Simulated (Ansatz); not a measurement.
Crystal: RuS2.

```
Ru S
1.0
     3.52118    0.00000    0.00000
    -1.76059    3.04943    0.00000
     0.00000    0.00000    5.68039
Ru S
1 2
Direct
  0.00000 0.00000 0.00000
  0.33333 0.66667 0.25200
  0.66667 0.33333 0.74800
```

The cell comes from a database or a generator and needn't be the stable form of this composition.

Program: Ansatz 0.2.0. Alike in all runs: task single point; potentials or basis Ansatz PAW; cell as given; k mesh 6 × 6 × 4; smearing gaussian 0.05 eV.

Task: Order these runs on this cell by their pressure, lowest first.
A. level r2SCAN; spin collinear, ferromagnetic start; cutoff (eV) 500
B. level PBEsol+U; spin collinear, ferromagnetic start; U Ru d U = 3 eV; fixed moment (μB) 4; cutoff (eV) 420; hubbard projectors ortho-atomic (the default); double counting fll (the default)
C. level PBEsol+U; spin collinear, random start; U Ru d U = 2 eV; cutoff (eV) 420; hubbard projectors ortho-atomic (the default); double counting fll (the default)

Result: C (-14.5 GPa), A (-12.2 GPa), B (-2.5 GPa).

Caveats: the magnetic or orbital state may not be the lowest; the PAW data sets come from PBE, with cores solved anew for the run's functional, which leaves a small shift of forces and pressure; the total moment is fixed, so each spin has its own Fermi level (some runs); the thresholds are loose for stress (some runs).
